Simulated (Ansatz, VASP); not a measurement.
# MgSe: VASP beside Ansatz

File INCAR:

```
SYSTEM = MgSe
PREC = Accurate ; ENCUT = 520
EDIFF = 1E-7 ; ISMEAR = 0
SIGMA = 0.05 ; LREAL = .False.
LASPH = .True. ; NELM = 80
ALGO = Normal ; ISIF = 2
LWAVE = .False. ; LCHARG = .False.
GGA = PS ; NBANDS = 11
```

KPOINTS

```
Automatic mesh
0
Gamma
  8 8 8
  0 0 0
```

The input POSCAR:

```
MgSe
1.0
    0.0000000000      2.7255000000      2.8617750000
    2.7255000000      0.0000000000      2.8617750000
    2.7255000000      2.7255000000      0.0000000000
Mg Se
1 1
Direct
    0.0000000000      0.0000000000      0.0000000000
    0.5000000000      0.5000000000      0.5000000000
```

Input for Ansatz:

```yaml
crystal:
  lattice:
    - [0.0, 2.7255, 2.861775]
    - [2.7255, 0.0, 2.861775]
    - [2.7255, 2.7255, 0.0]
  atoms:
    - { symbol: Mg, position: [0.0, 0.0, 0.0] }
    - { symbol: Se, position: [0.5, 0.5, 0.5] }
basis:
  ecutwfc: 420
kpoints:
  mp_grid: { grid: [8, 8, 8] }
hamiltonian:
  xc: pbesol
scf:
  occupations: { method: gaussian, width: 0.05 }
output:
  forces: true
  stress: true
  eigenvalues: true
```

Change from the starting cell: strain +0.000 along x and y, +0.050 along z, atoms carried along.

Alike in both runs: task single point; functional PBEsol; k mesh 8 × 8 × 8; occupations gaussian, width 0.05 eV; no spin polarisation.

|  | VASP | Ansatz |
| --- | --- | --- |
| version | VASP 6.6.1 | Ansatz 0.2.0 |
| potentials or method | VASP PAW PBE potentials, release 64 (Mg, Se) | scalar-relativistic, plane waves, PAW |
| plane-wave cutoff (eV) | 520 | 420 |
| valence electrons in the cell | 8 | 26 |

|  | VASP | Ansatz | Ansatz less VASP |
| --- | --- | --- | --- |
| gap on the k mesh at the Fermi level (eV) | 1.49 | 1.51 | +0.015 |
| least direct gap on the mesh (eV) | 2.05 | 2.05 | +0.001 |
| pressure (GPa) | -2.7 | -2.6 | +0.07 |
| largest component of the traceless stress (GPa) | 2.14 | 2.14 | -0.001 |

The functional is the same, so the differences come from potentials, cutoffs and numerics. The two sets of potentials don't hold the same shells in valence.

Caveats: the PAW data sets were made with another functional, which shifts forces and pressure a little (VASP). A k mesh can miss the band edges.
